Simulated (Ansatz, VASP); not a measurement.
# One calculation of As, two programs

```
As
1.0
     1.87975    1.08527    3.48577
    -1.87975    1.08527    3.48577
     0.00000   -2.17055    3.48577
As
2
Direct
  0.22754 0.22754 0.22754
  0.77246 0.77246 0.77246
```

Alike in both runs: task single point; functional PBE; k mesh 4 × 4 × 4; occupations fermi-dirac, width 0.05 eV; no spin polarisation.

|  | VASP | Ansatz |
| --- | --- | --- |
| version | VASP 6.6.1 | Ansatz 0.2.0 |
| potentials or method | VASP PAW PBE potentials, release 64 (As), cutoff 520 eV | all-electron LAPW, scalar-relativistic |

Ansatz gave:

| Property | Result |
| --- | --- |
| pressure (GPa) | 3.6 |
| largest component of the traceless stress (GPa) | 2.74 |
| rms of the force components (eV/Å) | 0.075 |

Task: Estimate VASP's values.

Result: Pressure (GPa): 3.9; largest component of the traceless stress (GPa): 2.87; rms of the force components (eV/Å): 0.047.

Atom by atom the forces differ by 0.028 eV/Å (rms over components). Ansatz ran all-electron here, so the differences hold the error of VASP's frozen core and of both bases.

Caveats: the k mesh is coarse (spacing up to 0.51 Å⁻¹), so the values aren't converged.
